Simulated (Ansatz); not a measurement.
A (001) slab of relaxed bulk MgO (Fm-3m, 9.62 Å³/atom, gap on the mesh 4.46 eV), 3 planes in a 3×1 cell with the lowest 1 held; added atoms sit on lattice sites of the next plane. A dipole correction is on. The surface energy is the mean of the held and the free face; step energies are per length and the mean of the stripe's two steps, which run along the cube edge; step and island energies count from the flat slab and bulk atoms.

Theory: DFT PBE, scalar-relativistic, plane waves, PAW (Ansatz 0.2.0).

Cutoff 420 eV, Gaussian smearing of 0.05 eV, energies at zero smearing, symmetry of each start kept, no spin polarisation.

```csv
start,atoms,k mesh,surface energy (J/m²),gap on the mesh (eV),step energy (meV/Å)
flat slab,36,2×6×1,0.89,3.24,-
stripe of 4 atoms,40,2×6×1,-,3.11,213
stripe of 6 atoms,42,2×6×1,-,3.08,215
```

A dash: not computed, or not clear enough to read.